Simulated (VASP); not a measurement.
# CdSe: convergence, mode Grüneisen parameters at the zone centre

CdSe, F-43m (no. 216), 2 atoms in the cell. PBE, mode Grueneisen parameters; PAW potentials Cd, Se (PBE set). VASP 6.6.1.

Wanted: mode Grüneisen parameters within 0.05.

Geometry: relaxed with this functional.

The series start from Volume step (share): 0.01; Plane-wave cutoff (eV): 360; k mesh: 6x6x6; SCF threshold (eV): 1e-7; Precision mode: Accurate. Each series keeps the choices made before it, and each single choice may use up half of a tolerance. Times cover all steps of a run.

## Volume step (share)

| Volume step (share) | Mode Grüneisen parameters, largest deviation | Time (s) |
|---|---|---|
| 0.01 | 0.000 | 46 |
| 0.003 | 0.002 | 50 |
| 0.03 | 0.001 | 48 |
| 0.06 | 0.001 | 46 |

Chosen: 0.01; no other choice that stays within half of the tolerance saves 30 % of the time.

## Plane-wave cutoff (eV)

| Plane-wave cutoff (eV) | Mode Grüneisen parameters, largest deviation | Time (s) |
|---|---|---|
| 280 | 0.173 | 31 |
| 320 | 0.076 | 44 |
| 360 | 0.071 | 46 |
| 410 | 0.025 | 55 |
| 500 (reference) | 0.000 | 59 |

Chosen: 410, the loosest value from which every tighter one stays within half of the tolerance.

## k mesh

| k mesh | Mode Grüneisen parameters, largest deviation | Time (s) |
|---|---|---|
| 4x4x4 | 0.031 | 31 |
| 6x6x6 | 0.007 | 55 |
| 8x8x8 | 0.001 | 89 |
| 10x10x10 (reference) | 0.000 | 134 |

Chosen: 6x6x6.

## SCF threshold (eV)

| SCF threshold (eV) | Mode Grüneisen parameters, largest deviation | Time (s) |
|---|---|---|
| 0.0001 | 0.079 | 38 |
| 1e-5 | 0.016 | 46 |
| 1e-6 | 0.010 | 56 |
| 1e-7 | 0.002 | 55 |
| 1e-8 (reference) | 0.000 | 76 |

Chosen: 1e-5.

## Precision mode

| Precision mode | Mode Grüneisen parameters, largest deviation | Time (s) |
|---|---|---|
| Accurate | 0.000 | 46 |
| Normal | 0.126 | 26 |
| Single | 0.212 | 33 |

Chosen: Accurate.

## All choices together

| Input | Mode Grüneisen parameters, largest deviation | Time (s) |
|---|---|---|
| program defaults, KSPACING-like mesh of 0.5 per A (naive) | 0.237 | 8.0 |
| chosen settings | 0.033 | 46 |
| reference settings throughout | 0.000 | 176 |

The tolerance is met.

Values of the reference run: Mode Grüneisen parameters: 1.926, 1.926, 1.926.

## The input

INCAR:
```
SYSTEM = CdSe
ALGO = Normal ; EDIFF = 1E-5
ENCUT = 410 ; GGA = PE
IBRION = 6 ; ISIF = 2
ISMEAR = 0 ; KPAR = 2
LASPH = .True. ; LCHARG = .False.
LREAL = .False. ; LWAVE = .False.
NELM = 120 ; NFREE = 2
NSW = 1 ; POTIM = 0.015
PREC = Accurate ; SIGMA = 0.02
```

KPOINTS:
```
Automatic mesh
0
Gamma
  6 6 6
  0 0 0
```

POSCAR.step1:
```
CdSe
 1.0000000000000000
    -0.0000000000000000    3.0932840068500513    3.0932840068500513
     3.0932840068500513   -0.0000000000000000    3.0932840068500513
     3.0932840068500513    3.0932840068500513    0.0000000000000000
 Cd  Se
   1   1
Direct
  0.0000000000000000  0.0000000000000000 -0.0000000000000000
  0.2499999999999999  0.2499999999999999  0.2500000000000001
```

POSCAR.step2:
```
CdSe
 1.0000000000000000
    -0.0000000000000000    3.1036642323201349    3.1036642323201349
     3.1036642323201349   -0.0000000000000000    3.1036642323201349
     3.1036642323201349    3.1036642323201349    0.0000000000000000
 Cd  Se
   1   1
Direct
  0.0000000000000000  0.0000000000000000 -0.0000000000000000
  0.2500000000000000  0.2500000000000000  0.2500000000000000
```

POSCAR.step3:
```
CdSe
 1.0000000000000000
    -0.0000000000000000    3.1139754849193428    3.1139754849193428
     3.1139754849193428   -0.0000000000000000    3.1139754849193428
     3.1139754849193428    3.1139754849193428    0.0000000000000000
 Cd  Se
   1   1
Direct
  0.0000000000000000  0.0000000000000000 -0.0000000000000000
  0.2500000000000001  0.2500000000000001  0.2499999999999999
```

Commands (each step's output is kept before the next begins):
```
cat potpaw_PBE.64/Cd/POTCAR potpaw_PBE.64/Se/POTCAR > POTCAR
cp POSCAR.step1 POSCAR
mpirun -np 2 vasp_std > vasp.out
rm WAVECAR CHG
cp POSCAR.step2 POSCAR
mpirun -np 2 vasp_std > vasp.out
rm WAVECAR CHG
cp POSCAR.step3 POSCAR
mpirun -np 2 vasp_std > vasp.out
```

The chosen input took VASP 6.6.1 46 s on 2 cores (AMD EPYC 9R45 (Zen 5)), a shared host.
